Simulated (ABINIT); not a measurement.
# Ga (P-1) in ABINIT: single point with LDA

Aim: the single point of Ga with LDA.

Everything below comes from runs of ABINIT 10.8.3 (patched build). Logs are shortened: lines on timing, memory, paths and dates and some standing lists are left out, and cuts for length are marked. The log counts tension as positive stress, the text compression.

## Step 1: The cell of the first run

The typed cell holds 2 atoms: a = 2.794 Å, b = 3.260 Å, c = 4.259 Å, α = 89.58°, β = 110.24°, γ = 88.65°.

This isn't the form of Ga at room conditions, which is orthorhombic.

## Step 2: Single point, LDA (cell strained at random)

Input file run.abi:

```
pp_dirpath "./"
pseudos "Ga.hgh"

acell 2.7937096253 3.260076901 4.259250107 Angstrom
rprim
     0.9998132858     0.0117377983    -0.0153498415
     0.0118803946     0.9998975788     0.0079804866
    -0.3315506168     0.0037048775     0.9434301577
ntypat 1
znucl 31
natom 2
typat 1 1
xred
     0.1345962700     0.7500000000     0.7701668300
     0.8654037300     0.2500000000     0.2298331700
chkprim 0
chksymtnons 0
tolsym 1.0e-6

ecut 22.5

kptopt 1
ngkpt 8 6 5
nshiftk 1
shiftk 0.0 0.0 0.0

ixc 7

nband 7
occopt 3
tsmear 0.05 eV

nstep 100
tolvrs 1.0e-10

iomode 3
prtwf 0
prteig 0
prtebands 0
prtden 1
prtvha 1
prtvclmb 1
prtpot 1
prtelf 1
```

Potentials or basis: HGH LDA.

Launch:

```bash
abinit run.abi > log 2>&1
```

run.abo:

```text
.Version 10.8.3 of ABINIT
 Symmetries : space group P-1 (#  2); Bravais aP (primitive triclinic)
================================================================================
 Values of the parameters that define the memory need of the present run
     intxc =       0    ionmov =       0      iscf =       7    lmnmax =       6
     lnmax =       6     mgfft =      36  mpssoang =       3    mqgrid =    3001
     natom =       2  nloc_mem =       1    nspden =       1   nspinor =       1
    nsppol =       1      nsym =       2    n1xccc =       0    ntypat =       1
    occopt =       3   xclevel =       1
       mpw =        1265          nfft =       25920          nkpt =         122
================================================================================
================================================================================

--------------------------------------------------------------------------------
------------- Echo of variables that govern the present computation ------------
--------------------------------------------------------------------------------
 -outvars: echo values of preprocessed input variables --------
            acell      5.2793460671E+00  6.1606524923E+00  8.0488162040E+00 Bohr
              amu      6.97230000E+01
          chkprim           0
      chksymtnons           0
             ecut      2.25000000E+01 Hartree
                       outvar_i_n : Printing only first  50 k-points.
              ixc           7
                       outvar_i_n : Printing only first  50 k-points.
         kptrlatt        8    0    0      0    6    0      0    0    5
          kptrlen      3.69639150E+01
            natom           2
            nband           7
            ngfft          24      30      36
             nkpt         122
            nstep         100
             nsym           2
           ntypat           1
                       prtocc : prtvol=0, do not print more k-points.
           occopt           3
        prtebands           0
           prteig           0
           prtelf           1
           prtpot           1
         prtvclmb           1
           prtvha           1
            prtwf           0
            rprim      9.9981328580E-01  1.1737798300E-02 -1.5349841500E-02
                       1.1880394600E-02  9.9989757880E-01  7.9804866000E-03
                      -3.3155061680E-01  3.7048775000E-03  9.4343015770E-01
          spgroup           2
           tolsym      1.00000000E-06
           tolvrs      1.00000000E-10
           tsmear      1.83746611E-03 Hartree
            typat      1  1
                       outvars : Printing only first  50 k-points.
           xangst     -6.8259554399E-01  2.4613741634E+00  3.1085060821E+00
                       2.1023575440E+00  8.4694083659E-01  8.9293291811E-01
            xcart     -1.2899186329E+00  4.6513230622E+00  5.8742251559E+00
                       3.9728799768E+00  1.6004862260E+00  1.6873986640E+00
             xred      1.3459627000E-01  7.5000000000E-01  7.7016683000E-01
                       8.6540373000E-01  2.5000000000E-01  2.2983317000E-01
            znucl       31.00000

================================================================================

 chkinp: Checking input parameters for consistency.

================================================================================
== DATASET  1 ==================================================================

--- !DatasetInfo
iteration_state: {dtset: 1, }
dimensions: {natom: 2, nkpt: 122, mband: 7, nsppol: 1, nspinor: 1, nspden: 1, mpw: 1265, }
cutoff_energies: {ecut:  22.5, pawecutdg:  -1.0, }
electrons: {nelect:   6.00000000E+00, charge:   0.00000000E+00, occopt:   3.00000000E+00, tsmear:   1.83746611E-03, }
meta: {optdriver: 0, ionmov: 0, optcell: 0, iscf: 7, paral_kgb: 0, }
...

 Exchange-correlation functional for the present dataset will be:
  LDA: Perdew-Wang 92 LSD fit to Ceperley-Alder data - ixc=7
  J.P.Perdew and Y.Wang, PRB 45, 13244 (1992)

 Real(R)+Recip(G) space primitive vectors, cartesian coordinates (Bohr,Bohr^-1):
 R(1)=  5.2783603  0.0619679 -0.0810371  G(1)=  0.1905137 -0.0027981  0.0669634
 R(2)=  0.0731910  6.1600215  0.0491650  G(2)= -0.0019264  0.1623705 -0.0013146
 R(3)= -2.6685900  0.0298199  7.5934959  G(3)=  0.0020456 -0.0010811  0.1324148
 Unit cell volume ucvol=  2.4551848E+02 bohr^3
 Angles (23,13,12)=  8.95820478E+01  1.10238377E+02  8.86538681E+01 degrees

 getcut: wavevector=  0.0000  0.0000  0.0000  ngfft=  24  30  36
         ecut(hartree)=     22.500   => boxcut(ratio)=   2.09478

--- Pseudopotential description ------------------------------------------------
- pspini: atom type   1  psp file is ./Ga.hgh
    3    1    2    0      2001   0.00000      pspcod,pspxc,lmax,lloc,mmax,r2well

 pspatm : COMMENT -
  the projectors are not normalized,
  so that the KB energies are not consistent with
  definition in PRB44, 8503 (1991).
  However, this does not influence the results obtained hereafter.

   7.09346488E+01                                ecore*ucvol(ha*bohr**3)
--------------------------------------------------------------------------------

================================================================================

--- !BeginCycle
iteration_state: {dtset: 1, }
solver: {iscf: 7, nstep: 100, nline: 4, wfoptalg: 0, }
tolerances: {tolvrs: 1.00E-10, }
...

     iter   Etot(hartree)      deltaE(h)  residm     vres2
 ETOT  1  -4.5076588518726    -4.508E+00 1.355E-02 5.659E+00
 ETOT  2  -4.5110669399825    -3.408E-03 2.701E-03 1.054E-01
 ETOT  3  -4.5110763088564    -9.369E-06 1.721E-04 2.957E-04
 ETOT  4  -4.5110763403071    -3.145E-08 1.413E-04 3.163E-06
 ETOT  5  -4.5110763406595    -3.524E-10 4.800E-05 5.121E-08
 ETOT  6  -4.5110763406665    -6.986E-12 3.291E-05 6.850E-10
 ETOT  7  -4.5110763406666    -1.235E-13 9.906E-06 3.473E-12

 At SCF step    7       vres2   =  3.47E-12 < tolvrs=  1.00E-10 =>converged.

 Compute ELF
--------------------------------------------------------------------------------

 Compute kinetic energy density

 Compute gradient of the electron density
 Electron Localization Function (ELF) [min:0;max:1]
)     Maximum=    8.3372E-01  at reduced coord.    0.0417    0.9000    0.5833
)     Minimum=    0.0000E+00  at reduced coord.    0.8750    0.2333    0.2222
   Integrated=    1.1824E+02

--------------------------------------------------------------------------------
 End of ELF section

 Cartesian components of stress tensor (hartree/bohr^3)
  sigma(1 1)=  2.26976851E-04  sigma(3 2)=  6.86163271E-07
  sigma(2 2)=  7.87944153E-05  sigma(3 1)= -1.70542011E-05
  sigma(3 3)=  1.69034340E-04  sigma(2 1)=  1.01348192E-05

--- !ResultsGS
iteration_state: {dtset: 1, }
comment   : Summary of ground state results
lattice_vectors:
- [  5.2783603,   0.0619679,  -0.0810371, ]
- [  0.0731910,   6.1600215,   0.0491650, ]
- [ -2.6685900,   0.0298199,   7.5934959, ]
lattice_lengths: [   5.27935,    6.16065,    8.04882, ]
lattice_angles: [ 89.582, 110.238,  88.654, ] # degrees, (23, 13, 12)
lattice_volume:   2.4551848E+02
convergence: {deltae: -1.235E-13, res2:  3.473E-12, residm:  9.906E-06, diffor: null, }
etotal    :  -4.51107634E+00
entropy   :   0.00000000E+00
fermie    :   1.63871828E-01
cartesian_stress_tensor: # hartree/bohr^3
- [  2.26976851E-04,   1.01348192E-05,  -1.70542011E-05, ]
- [  1.01348192E-05,   7.87944153E-05,   6.86163271E-07, ]
- [ -1.70542011E-05,   6.86163271E-07,   1.69034340E-04, ]
pressure_GPa:  -4.6564E+00
xred      :
- [  1.3460E-01,   7.5000E-01,   7.7017E-01, Ga]
- [  8.6540E-01,   2.5000E-01,   2.2983E-01, Ga]
cartesian_forces: # hartree/bohr
- [ -1.91567696E-04,   2.29437990E-04,  -2.19159466E-03, ]
- [  1.91567696E-04,  -2.29437990E-04,   2.19159466E-03, ]
force_length_stats: {min:   2.21188316E-03, max:   2.21188316E-03, mean:   2.21188316E-03, }
...

 Integrated electronic density in atomic spheres:
 ------------------------------------------------
 Atom  Sphere_radius  Integrated_density
    1        2.00000          1.05194674
    2        2.00000          1.05194674
================================================================================

 ----iterations are completed or convergence reached----

 Mean square residual over all n,k,spin=   43.960E-09; max=  99.062E-07
 reduced coordinates (array xred) for    2 atoms
       0.134596270000      0.750000000000      0.770166830000
       0.865403730000      0.250000000000      0.229833170000
 rms dE/dt=  9.3509E-03; max dE/dt=  1.6124E-02; dE/dt below (all hartree)
    1       0.000819345006     -0.001291572165      0.016123807684
    2      -0.000819345006      0.001291572165     -0.016123807684

 cartesian coordinates (angstrom) at end:
    1     -0.68259554399282     2.46137416339818     3.10850608210234
    2      2.10235754396401     0.84694083659237     0.89293291810643

 cartesian forces (hartree/bohr) at end:
    1     -0.00019156769573     0.00022943799004    -0.00219159465682
    2      0.00019156769573    -0.00022943799004     0.00219159465682
 frms,max,avg= 1.2770313E-03 2.1915947E-03   0.000E+00  0.000E+00  0.000E+00 h/b

 cartesian forces (eV/Angstrom) at end:
    1     -0.00985080698293     0.01179817581354    -0.11269632840042
    2      0.00985080698293    -0.01179817581354     0.11269632840042
 frms,max,avg= 6.5667592E-02 1.1269633E-01   0.000E+00  0.000E+00  0.000E+00 e/A
 length scales=  5.279346067129  6.160652492288  8.048816203973 bohr
              =  2.793709625300  3.260076901000  4.259250107000 angstroms
 Fermi (or HOMO) energy (hartree) =   0.16387   Average Vxc (hartree)=  -0.33113
 Eigenvalues (hartree) for nkpt= 122  k points:
 kpt#   1, nband=  7, wtk=  0.00417, kpt=  0.0000  0.0000  0.0000 (reduced coord)
  -0.25654    0.08471    0.10446    0.23684    0.37425    0.49187    0.53423
      occupation numbers for kpt#   1
   2.00000    2.00000    2.00000    0.00000    0.00000    0.00000    0.00000
 prteigrs : prtvol=0 or 1, do not print more k-points.

--- !EnergyTerms
iteration_state     : {dtset: 1, }
comment             : Components of total free energy in Hartree
kinetic             :  1.78468491832511E+00
hartree             :  4.53519087780723E-02
xc                  : -1.58222167431921E+00
Ewald energy        : -5.17685610341691E+00
psp_core            :  2.88917756217790E-01
local_psp           : -2.12216965093280E-01
non_local_psp       :  3.41494765788979E-01
internal            : -4.51084539371944E+00
'-kT*entropy'       : -2.30946947182748E-04
total_energy        : -4.51107634066662E+00
total_energy_eV     : -1.22752640690986E+02
band_energy         : -5.72419939178018E-02
...

 Cartesian components of stress tensor (hartree/bohr^3)
  sigma(1 1)=  2.26976851E-04  sigma(3 2)=  6.86163271E-07
  sigma(2 2)=  7.87944153E-05  sigma(3 1)= -1.70542011E-05
  sigma(3 3)=  1.69034340E-04  sigma(2 1)=  1.01348192E-05

-Cartesian components of stress tensor (GPa)         [Pressure= -4.6564E+00 GPa]
- sigma(1 1)=  6.67788952E+00  sigma(3 2)=  2.01876204E-02
- sigma(2 2)=  2.31821173E+00  sigma(3 1)= -5.01751920E-01
- sigma(3 3)=  4.97316198E+00  sigma(2 1)=  2.98176674E-01

== END DATASET(S) ==============================================================
================================================================================

 -outvars: echo values of variables after computation  --------
            acell      5.2793460671E+00  6.1606524923E+00  8.0488162040E+00 Bohr
           etotal     -4.5110763407E+00
            fcart     -1.9156769573E-04  2.2943799004E-04 -2.1915946568E-03
                       1.9156769573E-04 -2.2943799004E-04  2.1915946568E-03
            rprim      9.9981328580E-01  1.1737798300E-02 -1.5349841500E-02
                       1.1880394600E-02  9.9989757880E-01  7.9804866000E-03
                      -3.3155061680E-01  3.7048775000E-03  9.4343015770E-01
           strten      2.2697685119E-04  7.8794415331E-05  1.6903434011E-04
                       6.8616327107E-07 -1.7054201113E-05  1.0134819154E-05
           xangst     -6.8259554399E-01  2.4613741634E+00  3.1085060821E+00
                       2.1023575440E+00  8.4694083659E-01  8.9293291811E-01
             xred      1.3459627000E-01  7.5000000000E-01  7.7016683000E-01
                       8.6540373000E-01  2.5000000000E-01  2.2983317000E-01
 Calculation completed.
```

Run time: 18 s. Hardware: 1 thread of Arm Neoverse V1, shared host; peak memory 0.07 GiB.

What came out:

```
Free energy                                           : -122.7526 eV
Pressure                                              : -4.7 GPa
Largest force                                         : 0.114 eV/Å
Band gap on the k mesh                                : none (metal or under the smearing width)
Valence electrons inside the program's atomic spheres : Ga 1.05 (radii [1.0584] Å)
```

Forces in eV/Å, atoms in the order of the input:
```
Ga  -0.010  0.012 -0.113
Ga   0.010 -0.012  0.113
```

Stress tensor (GPa, compression positive):
```
-6.68 -0.30  0.50
-0.30 -2.32 -0.02
 0.50 -0.02 -4.97
```

Caveat: HGH potentials are hard and often keep d shells in the core, so these values are rough.
